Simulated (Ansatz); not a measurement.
Bi:

```
CELL_PARAMETERS angstrom
2.26750 1.30914 3.93800
-2.26750 1.30914 3.93800
0.00000 -2.61828 3.93800
ATOMIC_POSITIONS crystal
Bi 0.76600 0.76600 0.76600
Bi 0.23400 0.23400 0.23400
```

```yaml
Program: Ansatz 0.2.0
Task: single point
Functional: PBE
Potentials_or_basis: Ansatz PAW
Cutoff: "420 eV (not typed: the program's choice for these potentials)"
k_mesh: 7 × 7 × 7
Occupations: fermi-dirac, width 0.05 eV
Spin: no spin polarisation
```

On this cell: pressure 2.1 GPa; largest force 0.200 eV/Å; band gap on the k mesh 0.26 eV, indirect (least direct gap 0.53 eV).

The same run follows on a disturbed copy (atoms moved at random, drawn with an rms of 0.05 Å):

```xyz
2
Lattice="2.2675 1.3091 3.9380 -2.2675 1.3091 3.9380 0.0000 -2.6183 3.9380" Properties=species:S:1:pos:R:3 pbc="T T T"
Bi   -0.0313    0.0662    9.1076
Bi   -0.0144    0.0082    2.7686
```

Q: What does the disturbed cell give?

A: The energy moves by +11.7 meV/atom; pressure 2.8 GPa; largest force 0.518 eV/Å; band gap on the k mesh 0.24 eV, indirect (least direct gap 0.53 eV).

Forces in eV/Å, atoms in the order of the input:
```
Bi   0.047 -0.195 -0.478
Bi  -0.047  0.195  0.478
```

Stress tensor (GPa, compression positive):
```
 2.26  0.13 -0.23
 0.13  3.33  0.90
-0.23  0.90  2.68
```

Caveats: odd divisions of the mesh miss points on the zone boundary, where band edges often lie, so the gap on the mesh can be too wide; spin-orbit coupling is left out, which as a rule narrows the gap of such compounds by several tenths of an eV.

A k mesh can miss the band edges.
